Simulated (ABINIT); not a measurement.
The system is Hf.

```
Hf
1.0
     3.19670    0.00000    0.00000
    -1.59835    2.76842    0.00000
     0.00000    0.00000    5.05780
Hf
2
Direct
  0.66667 0.33333 0.75000
  0.33333 0.66667 0.25000
```

Program: ABINIT 10.8.3 (patched build). Alike in all runs: no spin polarisation; cell as given; smearing fermi-dirac 0.05 eV.

Problem. Order these runs on this cell by their pressure, lowest first.
A. level PBEsol; potentials or basis PseudoDojo NC SR PBEsol v0.4.1 standard; k mesh 10 × 10 × 5; cutoff (eV) 789
B. level r2SCAN; potentials or basis JTH PAW PBE v2.0; k mesh 13 × 13 × 6; cutoff (eV) 544; fine-grid cutoff 1088.46 eV
C. level LDA-PZ; potentials or basis JTH PAW LDA v2.0; k mesh 10 × 10 × 5; cutoff (eV) 463; fine-grid cutoff 925.187 eV

Solution. C (-8.0 GPa), A (-3.6 GPa), B (0.0 GPa).

Caveats: the PAW data sets were made with another functional, which shifts forces and pressure a little (some runs).
